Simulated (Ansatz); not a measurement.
**Au: further runs on the relaxed cell**

This session takes Au and sets out to relax it again with other functionals.

This is Au in the hcp structure; at room conditions it is fcc.

Program: Ansatz 0.2.0. Level of theory: DFT PBE, scalar-relativistic, plane waves, PAW, unless a step's input says otherwise. These are calculated values, not measurements.

1 further run of the same task is left out (set aside as unsound or not needed).

## 1. The system as given

It takes space group P6_3/mmc (No. 194, hexagonal). The conventional cell has a = 2.917 Å, b = 2.917 Å, c = 4.890 Å, α = 90.00°, β = 90.00°, γ = 120.00°. Around Au (site symmetry -6m2) lie 12 Au at 2.92 to 2.97 Å.

Structure file:

```
CELL_PARAMETERS angstrom
2.91696 0.00000 0.00000
-1.45848 2.52616 0.00000
0.00000 0.00000 4.89003
ATOMIC_POSITIONS crystal
Au 0.33333 0.66667 0.75000
Au 0.66667 0.33333 0.25000
```

This cell was relaxed beforehand with the same method: volume 18.02 Å³/atom, gap on the mesh none (metal).

## 2. Relaxing with PBEsol

File input.yaml:

```yaml
crystal:
  lattice:
    - [2.9169619423, 0.0, 0.0]
    - [-1.4584809712, 2.5261631439, 0.0]
    - [0.0, 0.0, 4.8900308252]
  atoms:
    - { symbol: Au, position: [0.3333333333, 0.6666666667, 0.75] }
    - { symbol: Au, position: [0.6666666667, 0.3333333333, 0.25] }
basis:
  ecutwfc: 420
kpoints:
  mp_grid: { grid: [18, 18, 10] }
hamiltonian:
  xc: pbesol
scf:
  occupations: { method: gaussian, width: 0.1 }
output:
  forces: true
  stress: true
  eigenvalues: true
relax:
  adjacent_minimum: "off"
  f_tol: 0.005
  max_steps: 50
  cell: { stress_tol: 0.05 }
```

On the command line:

```console
$ ansatz run input.yaml --threads 1 --pin off --max-ram 2560MiB --backend cpu --events-out ev --progress --plain --runs-dir out
```

## 3. Relaxing with PBE+D3(BJ)

input.yaml: that of step 2 with these lines changed.

```diff
@@ -13,3 +13,4 @@
 hamiltonian:
-  xc: pbesol
+  xc: pbe
+  dispersion: d3bj
 scf:
```

## 4. Relaxing with LDA

input.yaml: that of step 3 with these lines changed.

```diff
@@ -13,4 +13,3 @@
 hamiltonian:
-  xc: pbe
-  dispersion: d3bj
+  xc: lda
 scf:
```

## 5. Relaxing with r2SCAN

input.yaml: that of step 4 with these lines changed.

```diff
@@ -9,3 +9,3 @@
 basis:
-  ecutwfc: 420
+  ecutwfc: 500
 kpoints:
@@ -13,3 +13,3 @@
 hamiltonian:
-  xc: lda
+  xc: r2scan
 scf:
```

(Steps that only read results are left out.)

**Question.** What will these runs give?

**Answer**, as computed:

The volumes rise in the order LDA, PBEsol, PBE+D3(BJ), r2SCAN, PBE, over 8.6 %. r2SCAN comes nearest to the reported cell (-1.0 %), which holds thermal expansion that these runs lack. Spin-orbit coupling is left out for Au.
